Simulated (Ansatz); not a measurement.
Born–Oppenheimer molecular dynamics of a periodic cell of 49 atoms, Si$_{36}$H$_{12}$C (surface Si(111), underside capped with H, adsorbate CH3, incident energy 0.4 eV, 0° from the normal). It starts from an unrelaxed structure (largest force component 0.83 eV/Å).

Method: DFT PBE, scalar-relativistic, plane waves, PAW (Ansatz 0.2.0). Settings: accuracy low, PAW set soft_1, cutoff 420 eV, k mesh 1x1x1, fermi-dirac smearing 0.05 eV, no spin polarisation.

```yaml
ensemble: NVE (velocity Verlet)
time_step: 1.5 fs
steps_asked: 200
starting_velocities: zero, but for any typed in the input
atoms_held: 1 to 18
seed: 938113
```

Frames 15 fs apart, positions in Å, forces in eV/Å.

Velocities at 30 fs (Å/ps):

```
H 0.00 0.00 0.00
H 0.00 0.00 0.00
H 0.00 0.00 0.00
H 0.00 0.00 0.00
H 0.00 0.00 0.00
H 0.00 0.00 0.00
H 0.00 0.00 0.00
H 0.00 0.00 0.00
H 0.00 0.00 0.00
Si 0.00 0.00 0.00
Si 0.00 0.00 0.00
Si 0.00 0.00 0.00
Si 0.00 0.00 0.00
Si 0.00 0.00 0.00
Si 0.00 0.00 0.00
Si 0.00 0.00 0.00
Si 0.00 0.00 0.00
Si 0.00 0.00 0.00
Si 0.06 0.27 -0.77
Si -0.18 0.09 -0.66
Si 0.06 -0.07 -0.58
Si 1.01 -0.34 -1.32
Si 0.08 0.07 -0.81
Si 0.01 0.06 -0.56
Si -0.08 0.14 -0.82
Si 0.02 -0.03 -0.86
Si 0.04 -0.57 -0.43
Si -0.08 0.22 2.78
Si -0.35 0.15 2.86
Si 0.11 0.07 2.36
Si 0.83 0.04 -2.53
Si -0.02 -0.03 2.40
Si 0.28 -0.40 2.30
Si -0.12 -0.09 2.39
Si 0.06 -0.02 2.44
Si 0.46 -0.67 3.76
Si 0.09 -0.04 -4.40
Si -0.15 -0.13 -3.80
Si 0.26 0.16 -4.13
Si 0.06 0.03 -5.42
Si 0.16 -0.07 -4.52
Si -0.05 -0.15 -3.91
Si -0.25 0.02 -4.91
Si 0.19 0.15 -4.64
Si 3.32 -5.58 2.56
C -17.90 16.32 -36.43
H -23.08 16.87 -28.36
H -3.21 8.48 -8.89
H 52.35 -36.63 26.21
```

```xyz
49
Lattice="11.5188 0.0000 0.0000 5.7594 9.9755 0.0000 0.0000 0.0000 20.4188" Properties=species:S:1:pos:R:3:forces:R:3 time_fs=30 energy_less_start_eV=-1.553 T=486
H 1.920 1.108 1.000 -0.01 0.00 -0.03
H 5.759 1.108 1.000 -0.01 -0.01 -0.03
H 9.599 1.108 1.000 0.03 0.02 -0.02
H 3.840 4.434 1.000 0.05 -0.03 -0.06
H 7.679 4.434 1.000 0.00 0.00 -0.05
H 11.519 4.434 1.000 -0.01 -0.03 -0.04
H 5.759 7.759 1.000 0.00 0.01 -0.04
H 9.599 7.759 1.000 -0.03 0.03 -0.04
H 13.439 7.759 1.000 0.02 0.02 -0.04
Si 1.920 1.108 2.500 0.01 -0.01 0.30
Si 5.759 1.108 2.500 -0.02 -0.09 0.44
Si 9.599 1.108 2.500 -0.01 -0.01 0.32
Si 3.840 4.434 2.500 -0.01 0.06 0.20
Si 7.679 4.434 2.500 0.06 0.05 0.33
Si 11.519 4.434 2.500 0.12 0.12 0.26
Si 5.759 7.759 2.500 -0.01 0.00 0.28
Si 9.599 7.759 2.500 0.03 -0.03 0.22
Si 13.439 7.759 2.500 0.04 -0.09 0.23
Si 0.002 2.219 3.258 -0.01 0.07 0.25
Si 3.836 2.221 3.259 -0.01 -0.06 0.26
Si 7.680 2.216 3.264 0.01 -0.01 0.21
Si 1.938 5.541 3.264 -0.05 -0.09 -0.13
Si 5.759 5.543 3.257 0.04 0.00 0.25
Si 9.600 5.544 3.260 0.01 -0.03 0.28
Si 3.839 8.868 3.257 -0.01 0.03 0.25
Si 7.679 8.867 3.256 0.00 -0.01 0.25
Si 11.521 8.857 3.260 -0.05 -0.01 0.34
Si -0.002 2.216 5.701 -0.03 0.06 -0.33
Si 3.841 2.217 5.701 -0.10 0.00 -0.29
Si 7.680 2.217 5.693 0.03 0.00 -0.34
Si 1.921 5.541 5.625 0.41 -0.02 -0.93
Si 5.761 5.541 5.696 -0.02 0.00 -0.36
Si 9.595 5.535 5.696 0.19 -0.04 -0.37
Si 3.839 8.867 5.696 -0.03 0.00 -0.37
Si 7.680 8.867 5.698 0.00 0.00 -0.37
Si 11.525 8.872 5.710 0.04 -0.39 -0.09
Si 0.001 0.000 6.340 0.02 -0.03 -0.06
Si 3.834 -0.004 6.351 0.07 0.02 -0.09
Si 7.682 0.000 6.346 0.04 0.05 -0.10
Si 1.905 3.358 6.349 0.34 -0.50 -0.52
Si 5.761 3.325 6.342 0.02 -0.01 -0.15
Si 9.603 3.326 6.351 -0.12 -0.06 -0.09
Si 3.833 6.650 6.335 0.01 -0.02 -0.15
Si 7.682 6.653 6.339 0.02 0.01 -0.14
Si 11.580 6.565 6.424 0.09 -0.47 1.32
C 12.591 5.383 8.467 -1.78 2.25 -0.14
H 12.235 4.349 8.413 0.06 0.10 -0.21
H 13.581 5.677 8.106 0.14 -0.33 0.38
H 12.254 5.920 9.400 0.42 -0.51 -0.76
49
Lattice="11.5188 0.0000 0.0000 5.7594 9.9755 0.0000 0.0000 0.0000 20.4188" Properties=species:S:1:pos:R:3:forces:R:3 time_fs=45 energy_less_start_eV=-1.975 T=588
H 1.920 1.108 1.000 -0.01 0.01 -0.03
H 5.759 1.108 1.000 -0.01 0.00 -0.03
H 9.599 1.108 1.000 0.01 0.02 -0.03
H 3.840 4.434 1.000 0.10 -0.06 -0.07
H 7.679 4.434 1.000 0.00 0.00 -0.05
H 11.519 4.434 1.000 -0.05 -0.05 -0.04
H 5.759 7.759 1.000 -0.01 0.01 -0.04
H 9.599 7.759 1.000 -0.03 0.03 -0.04
H 13.439 7.759 1.000 0.01 0.07 -0.05
Si 1.920 1.108 2.500 -0.03 0.00 0.31
Si 5.759 1.108 2.500 -0.02 -0.19 0.51
Si 9.599 1.108 2.500 0.01 0.03 0.33
Si 3.840 4.434 2.500 0.08 0.01 0.11
Si 7.679 4.434 2.500 0.12 0.03 0.37
Si 11.519 4.434 2.500 0.14 0.16 0.18
Si 5.759 7.759 2.500 -0.02 0.02 0.30
Si 9.599 7.759 2.500 0.04 -0.05 0.23
Si 13.439 7.759 2.500 0.04 -0.11 0.17
Si 0.002 2.225 3.259 -0.03 -0.05 0.33
Si 3.832 2.220 3.261 0.04 -0.10 0.30
Si 7.682 2.215 3.265 -0.01 -0.03 0.21
Si 1.948 5.534 3.239 -0.23 0.06 -0.36
Si 5.761 5.545 3.257 0.02 0.03 0.29
Si 9.601 5.545 3.264 0.03 0.00 0.32
Si 3.837 8.870 3.256 0.02 -0.04 0.29
Si 7.679 8.866 3.254 -0.01 -0.01 0.30
Si 11.520 8.849 3.270 -0.02 0.11 0.44
Si -0.005 2.221 5.722 -0.02 -0.04 -0.73
Si 3.836 2.217 5.727 0.10 -0.14 -0.65
Si 7.682 2.218 5.708 0.01 -0.03 -0.70
Si 1.952 5.537 5.544 0.22 -0.11 -1.48
Si 5.760 5.541 5.713 0.00 0.05 -0.61
Si 9.607 5.529 5.712 0.27 0.19 -0.53
Si 3.837 8.866 5.713 0.04 0.05 -0.63
Si 7.682 8.867 5.715 0.03 0.02 -0.71
Si 11.532 8.842 5.759 0.00 -0.69 -0.29
Si 0.003 -0.001 6.276 -0.05 0.06 0.19
Si 3.837 -0.005 6.294 0.23 -0.06 0.04
Si 7.686 0.004 6.284 -0.08 0.00 0.09
Si 1.918 3.345 6.254 0.24 -0.18 -0.04
Si 5.763 3.324 6.272 -0.03 0.01 0.10
Si 9.598 3.321 6.293 -0.07 -0.02 0.22
Si 3.830 6.649 6.260 0.07 -0.11 0.17
Si 7.686 6.654 6.267 0.07 -0.13 0.03
Si 11.630 6.479 6.519 -1.59 2.40 -2.40
C 12.289 5.728 7.965 1.23 -2.37 2.59
H 11.920 4.713 7.643 -0.31 -0.07 0.58
H 13.348 5.505 7.705 0.16 0.59 0.66
H 12.299 5.695 9.068 -0.71 0.69 -0.17
49
Lattice="11.5188 0.0000 0.0000 5.7594 9.9755 0.0000 0.0000 0.0000 20.4188" Properties=species:S:1:pos:R:3:forces:R:3 time_fs=60 energy_less_start_eV=-2.728 T=777
H 1.920 1.108 1.000 -0.01 0.01 -0.02
H 5.759 1.108 1.000 -0.02 -0.02 -0.01
H 9.599 1.108 1.000 0.00 0.02 -0.03
H 3.840 4.434 1.000 0.16 -0.10 -0.08
H 7.679 4.434 1.000 0.00 0.00 -0.03
H 11.519 4.434 1.000 -0.10 -0.08 -0.03
H 5.759 7.759 1.000 -0.01 0.01 -0.02
H 9.599 7.759 1.000 -0.01 0.03 -0.03
H 13.439 7.759 1.000 -0.01 0.13 -0.04
Si 1.920 1.108 2.500 -0.07 -0.02 0.40
Si 5.759 1.108 2.500 -0.02 -0.25 0.65
Si 9.599 1.108 2.500 0.03 0.04 0.40
Si 3.840 4.434 2.500 0.26 -0.14 0.05
Si 7.679 4.434 2.500 0.17 0.03 0.47
Si 11.519 4.434 2.500 -0.03 0.06 0.12
Si 5.759 7.759 2.500 -0.02 0.03 0.37
Si 9.599 7.759 2.500 0.05 -0.06 0.38
Si 13.439 7.759 2.500 -0.01 0.05 0.18
Si 0.001 2.229 3.282 0.06 -0.09 -0.07
Si 3.831 2.213 3.284 0.02 0.03 -0.09
Si 7.682 2.212 3.280 -0.04 0.03 -0.20
Si 1.941 5.531 3.179 -0.18 0.09 -1.35
Si 5.765 5.548 3.277 -0.06 0.02 -0.08
Si 9.605 5.545 3.290 -0.06 0.02 -0.13
Si 3.838 8.870 3.276 0.04 -0.09 -0.06
Si 7.679 8.864 3.273 0.00 0.00 -0.08
Si 11.517 8.848 3.310 0.01 0.10 0.11
Si -0.010 2.223 5.693 0.05 -0.05 -0.41
Si 3.840 2.205 5.705 0.42 -0.24 -0.58
Si 7.684 2.217 5.672 -0.14 0.00 -0.56
Si 1.995 5.526 5.373 -0.65 0.16 1.04
Si 5.760 5.544 5.685 0.10 -0.01 -0.43
Si 9.635 5.534 5.686 -0.29 -0.02 -0.60
Si 3.838 8.868 5.683 0.05 -0.01 -0.38
Si 7.685 8.868 5.680 0.08 0.03 -0.48
Si 11.540 8.771 5.785 -0.02 0.82 -0.66
Si 0.002 0.002 6.226 -0.06 0.07 0.29
Si 3.855 -0.013 6.241 0.12 -0.26 0.21
Si 7.686 0.006 6.228 -0.07 -0.25 0.19
Si 1.944 3.324 6.153 -0.25 0.55 -0.02
Si 5.764 3.323 6.210 -0.03 0.05 0.17
Si 9.588 3.316 6.252 0.18 0.10 0.39
Si 3.830 6.639 6.199 -0.17 -0.13 0.20
Si 7.696 6.647 6.197 0.10 -0.10 0.10
Si 11.570 6.569 6.396 1.48 -0.82 -0.82
C 12.127 5.763 8.000 -1.47 1.22 1.02
H 11.604 4.794 7.838 0.69 -0.13 0.53
H 13.177 5.800 8.374 -0.65 -0.26 -0.55
H 11.466 6.344 8.684 0.38 -0.56 0.56
49
Lattice="11.5188 0.0000 0.0000 5.7594 9.9755 0.0000 0.0000 0.0000 20.4188" Properties=species:S:1:pos:R:3:forces:R:3 time_fs=75 energy_less_start_eV=-1.854 T=561
H 1.920 1.108 1.000 0.00 0.02 -0.01
H 5.759 1.108 1.000 -0.03 -0.05 0.00
H 9.599 1.108 1.000 0.00 0.02 -0.03
H 3.840 4.434 1.000 0.24 -0.15 -0.10
H 7.679 4.434 1.000 -0.03 -0.01 -0.03
H 11.519 4.434 1.000 -0.20 -0.13 -0.05
H 5.759 7.759 1.000 -0.01 0.01 -0.01
H 9.599 7.759 1.000 0.04 0.04 -0.02
H 13.439 7.759 1.000 -0.03 0.26 -0.06
Si 1.920 1.108 2.500 -0.08 -0.06 0.39
Si 5.759 1.108 2.500 -0.03 -0.28 0.65
Si 9.599 1.108 2.500 0.06 -0.01 0.40
Si 3.840 4.434 2.500 0.43 -0.26 -0.08
Si 7.679 4.434 2.500 0.17 0.04 0.40
Si 11.519 4.434 2.500 -0.43 -0.17 -0.14
Si 5.759 7.759 2.500 0.00 0.04 0.34
Si 9.599 7.759 2.500 0.07 -0.04 0.47
Si 13.439 7.759 2.500 -0.08 0.40 -0.01
Si 0.005 2.226 3.298 0.13 -0.09 -0.63
Si 3.830 2.207 3.300 -0.05 0.12 -0.62
Si 7.680 2.210 3.279 -0.02 0.07 -0.72
Si 1.921 5.535 3.030 0.01 0.13 -0.42
Si 5.765 5.553 3.289 -0.07 0.02 -0.58
Si 9.603 5.546 3.304 -0.21 -0.02 -0.80
Si 3.841 8.863 3.289 0.06 -0.10 -0.55
Si 7.678 8.863 3.285 0.00 0.02 -0.64
Si 11.515 8.855 3.357 0.01 0.09 -0.49
Si -0.011 2.221 5.633 0.04 0.02 0.22
Si 3.871 2.178 5.642 0.09 -0.06 0.02
Si 7.678 2.216 5.597 -0.01 -0.02 0.15
Si 1.996 5.526 5.256 -0.52 0.26 1.20
Si 5.765 5.546 5.626 0.04 -0.06 0.08
Si 9.642 5.539 5.618 -0.45 -0.31 -0.19
Si 3.842 8.869 5.625 0.02 -0.13 0.16
Si 7.694 8.871 5.611 0.01 -0.05 0.09
Si 11.546 8.771 5.761 -0.03 2.00 -0.72
Si -0.002 0.008 6.198 0.09 -0.03 0.29
Si 3.881 -0.038 6.203 -0.29 -0.07 0.34
Si 7.681 -0.007 6.186 0.20 0.02 0.22
Si 1.956 3.337 6.050 -0.18 0.30 -0.08
Si 5.763 3.327 6.160 0.09 0.04 0.20
Si 9.591 3.317 6.239 0.14 0.09 0.31
Si 3.820 6.621 6.152 -0.19 -0.02 0.11
Si 7.712 6.633 6.135 -0.04 0.18 0.12
Si 11.553 6.641 6.137 1.35 -3.41 2.92
C 11.856 5.798 8.435 0.57 0.34 -1.32
H 11.893 4.696 8.597 -0.08 0.31 -0.87
H 12.863 6.184 8.738 -0.89 0.15 -0.09
H 10.988 6.144 8.993 0.08 0.55 0.17
```

Of the whole run (300 fs, mean temperature of the second half 570 K): The conserved energy stayed within 0.41 meV per atom of its start (net change -0.025 meV per atom), so the integration is sound. A step of 1.5 fs is long for free X–H stretches (periods near 10 fs) and can bias their spread and the temperature. A run of 0.3 ps of so small a system gives no equilibrium averages. Limits of this set-up: coarse k mesh, thin slab, slab without dipole correction, low accuracy level.

Time of the run: 33 min on 2 threads of Arm Neoverse V2, with other jobs on the host, peak memory 1.7 GiB.
